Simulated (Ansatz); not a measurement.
# A computed series for GeO2: pressure series

Start from GeO2 (space group P3_121, No. 152; a = 4.989 Å, c = 5.675 Å).

Cell and atoms are relaxed at each pressure.

Method: r2SCAN in Ansatz (plane waves to 500 eV, PAW, without spin-orbit coupling).

Two rows of this table had their results exchanged by mistake.

```tsv
pressure	volume per atom (Å³)	shortest distance (Å)	band gap
pressure −2 GPa	10.41	1.724	4.31 eV
pressure −1 GPa	13.94	1.744	4.17 eV
pressure 9 GPa	11.52	1.732	4.32 eV
pressure 18 GPa	14.35	1.746	4.11 eV
pressure 30 GPa	9.50	1.717	4.24 eV
pressure 45 GPa	8.77	1.708	4.11 eV
pressure 60 GPa	8.24	1.701	3.94 eV
```

**Question.** Which two?

**Answer.** The rows for pressure −2 GPa and pressure 18 GPa: the volume has to fall steadily with pressure, so 14.35 Å³ belongs to pressure −2 GPa and 10.41 Å³ to pressure 18 GPa.

Load acts through the strain it causes; cell and atoms are relaxed under it. Stability against distortions was not tested. No other phases were tried under pressure.

Ansatz is a quantum-chemistry and plane-wave program.
